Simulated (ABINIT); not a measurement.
SiC (Moissanite) in ABINIT: the effect of target pressure

The system is SiC (Moissanite).

```
CELL_PARAMETERS angstrom
3.07600 0.00000 0.00000
-1.53800 2.66389 0.00000
0.00000 0.00000 5.04800
ATOMIC_POSITIONS crystal
Si 0.66667 0.33333 0.50000
Si 0.33333 0.66667 0.00000
C 0.66667 0.33333 0.88500
C 0.33333 0.66667 0.38500
```

Alike in all runs:

```yaml
Program: ABINIT 10.8.3 (patched build)
Task: relaxation of cell and atoms
Functional: PBE
Potentials_or_basis: JTH PAW PBE v2.0
Cutoff: 517 eV
k_mesh: 10 × 10 × 5
Occupations: fermi-dirac, width 0.05 eV
Spin: no spin polarisation
```

Each run relaxes the cell or the atoms first.

```csv
target pressure,relaxed volume (Å³/atom),gap on the mesh (eV)
0 GPa,10.48,2.46
5 GPa,10.24,2.42
10 GPa,10.04,2.39
20 GPa,9.67,2.32
30 GPa,?,?
```

Problem. What does the run with target pressure 30 GPa give?

Solution. Relaxed volume 9.36 Å³/atom; gap on the mesh 2.27 eV.

Worked out: In Murnaghan's law V^(-B') rises as a straight line in P. The other rows fit best with B' = 4.0, V0 = 10.48 Å³/atom and B0 = 211 GPa, which gives 9.37 Å³/atom at 30 GPa, against the run's 9.36. A straight line through the other rows of the gap on the mesh, of slope -0.00691 eV per GPa, extrapolates to 2.25 eV, against the run's 2.27.

Caveats: an odd mesh through Γ misses points on the zone boundary, where band edges often lie.
